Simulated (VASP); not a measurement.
Write the native input for VASP 6.6.1 that does the following.

* Task: band structure
* Functional: PBE
* Potentials or basis: VASP PAW PBE potentials, release 64 (Ge_d)
* Cutoff: 520 eV
* k mesh: 10 × 10 × 10
* Occupations: gaussian, width 0.02 eV
* Spin: no spin polarisation
* Further INCAR settings: ALGO = Normal; EDIFF = 1e-06; NBANDS = 21

Crystal: Ge.

```xyz
2
Lattice="0.0000 2.8400 2.8400 2.8400 0.0000 2.8400 2.8400 2.8400 0.0000" Properties=species:S:1:pos:R:3 pbc="T T T"
Ge    0.0000    0.0000    0.0000
Ge    1.4200    1.4200    1.4200
```

The cell was built by a generator and needn't be a form met in nature.

One way to write it, as run:

POSCAR

```
Ge
1.0
    0.0000000000      2.8400000000      2.8400000000
    2.8400000000      0.0000000000      2.8400000000
    2.8400000000      2.8400000000      0.0000000000
Ge
2
Direct
    0.0000000000      0.0000000000      0.0000000000
    0.2500000000      0.2500000000      0.2500000000
```

INCAR.step1

```
ALGO = Normal
EDIFF = 1E-6
ENCUT = 520
GGA = PE
ISIF = 2
ISMEAR = 0
LASPH = T
LCHARG = T
LREAL = F
LWAVE = F
NBANDS = 21
NELM = 80
PREC = Accurate
SIGMA = 0.02
```

KPOINTS.step1

```
k-points
0
Gamma
  10 10 10
```

INCAR.step2

```
ALGO = Normal
EDIFF = 1E-6
ENCUT = 520
GGA = PE
ICHARG = 11
ISIF = 2
ISMEAR = 0
LASPH = T
LCHARG = F
LREAL = F
LWAVE = F
NBANDS = 21
NELM = 80
PREC = Accurate
SIGMA = 0.05
```

KPOINTS.step2

```
path GXWKGLUWLK,UX
10
line-mode
reciprocal
 0.0000000000  0.0000000000  0.0000000000  G
 0.5000000000  0.0000000000  0.5000000000  X

 0.5000000000  0.0000000000  0.5000000000  X
 0.5000000000  0.2500000000  0.7500000000  W

 0.5000000000  0.2500000000  0.7500000000  W
 0.3750000000  0.3750000000  0.7500000000  K

 0.3750000000  0.3750000000  0.7500000000  K
 0.0000000000  0.0000000000  0.0000000000  G

 0.0000000000  0.0000000000  0.0000000000  G
 0.5000000000  0.5000000000  0.5000000000  L

 0.5000000000  0.5000000000  0.5000000000  L
 0.6250000000  0.2500000000  0.6250000000  U

 0.6250000000  0.2500000000  0.6250000000  U
 0.5000000000  0.2500000000  0.7500000000  W

 0.5000000000  0.2500000000  0.7500000000  W
 0.5000000000  0.5000000000  0.5000000000  L

 0.5000000000  0.5000000000  0.5000000000  L
 0.3750000000  0.3750000000  0.7500000000  K

 0.6250000000  0.2500000000  0.6250000000  U
 0.5000000000  0.0000000000  0.5000000000  X
```

Potentials or basis: VASP PAW PBE potentials, release 64 (Ge_d).

Launch:

```bash
$ cat potpaw_PBE.64/Ge_d/POTCAR > POTCAR
$ cp INCAR.step1 INCAR
$ cp KPOINTS.step1 KPOINTS
$ mpirun -np 1 vasp_std > vasp.out
$ cp INCAR.step2 INCAR
$ cp KPOINTS.step2 KPOINTS
$ mpirun -np 1 vasp_std > vasp.out
```

It gave:

```json
{
  "Band gap along the path": "none (metal or under the smearing width)"
}
```

Caveat: the log is that of the step along the path at fixed density, whose energy, stress, charges and moments have no meaning; this crystal is a semiconductor, whose small gap the functional closes, so the metal is an error of the method.

Wall time 110 s on 1 thread of Intel(R) Xeon(R) Platinum 8488C (Sapphire Rapids), on a shared host, peak memory 0.21 GiB.
